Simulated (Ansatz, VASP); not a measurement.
# Al: VASP beside Ansatz

```xyz
2
Lattice="0.0000 2.9947 2.9947 2.9947 0.0000 2.9947 2.9947 2.9947 0.0000" Properties=species:S:1:pos:R:3 pbc="T T T"
Al    0.7487    0.7487    0.7487
Al    5.2408    5.2408    5.2408
```

Alike in both runs: task single point; functional BLYP; k mesh 10 × 10 × 10; occupations fermi-dirac, width 0.1 eV; no spin polarisation.

```csv
,VASP,Ansatz
version,VASP 6.6.1,Ansatz 0.2.0
potentials or method,"VASP PAW PBE potentials, release 64 (Al)","plane waves (420 eV) with PAW, scalar-relativistic"
plane-wave cutoff (eV),520,420
valence electrons in the cell,6,6
```

```csv
,VASP,Ansatz,Ansatz less VASP
pressure (GPa),3.1,3.1,-0.07
```

The functional is the same, so the differences come from potentials, cutoffs and numerics.

Caveats: the PAW data sets were made with another functional, which shifts forces and pressure a little (VASP).
